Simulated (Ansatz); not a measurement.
Random displacements in ZnS

Level of theory: Ansatz 0.2.0, DFT PBE, scalar-relativistic, plane waves, PAW. The runs took a 420 eV cutoff, a Γ-centred 12×12×6 mesh and Gaussian smearing (0.05 eV). No spin polarisation. Energies are free energies at this smearing, counted from the undisturbed cell; pressure is positive in compression.

The undisturbed cell (as given, not relaxed at this level):

```yaml
crystal:
  lattice:
    - [3.81100, 0.00000, 0.00000]
    - [-1.90550, 3.30042, 0.00000]
    - [0.00000, 0.00000, 6.23400]
  atoms:
    - { symbol: Zn, position: [0.33333, 0.66667, 0.00000] }
    - { symbol: Zn, position: [0.66667, 0.33333, 0.50000] }
    - { symbol: S, position: [0.33333, 0.66667, 0.38500] }
    - { symbol: S, position: [0.66667, 0.33333, 0.88500] }
```

The atoms are displaced (Å, in the unstrained cell):

| atom | ux | uy | uz |
| --- | --- | --- | --- |
| Zn1 | 0.514 | -0.110 | 0.099 |
| Zn2 | -0.233 | -0.134 | -0.231 |
| S3 | -0.562 | 0.078 | 0.026 |
| S4 | 0.282 | 0.165 | 0.106 |

Strain (Voigt, engineering shear): (-0.0068, -0.0155, 0.0083, -0.0025, 0.0166, -0.0004).

**Question.** What are the energy change, the stress and the forces?

**Answer.** ΔE = 471.1 meV/atom; stress (xx, yy, zz, yz, xz, xy; compression positive) (15.86, 16.90, 3.35, 4.40, -6.10, 1.89) GPa; gap on the mesh 1.69 eV.
| atom | Fx (eV/Å) | Fy | Fz |
| --- | --- | --- | --- |
| Zn1 | -4.08 | 2.24 | 1.13 |
| Zn2 | -1.48 | 1.57 | 1.77 |
| S3 | 2.26 | -1.41 | -1.21 |
| S4 | 3.30 | -2.39 | -1.69 |

Cost: 1 run of about 0.95 core-minutes, on Intel Xeon 6975P-C (Granite Rapids) (shared hosts).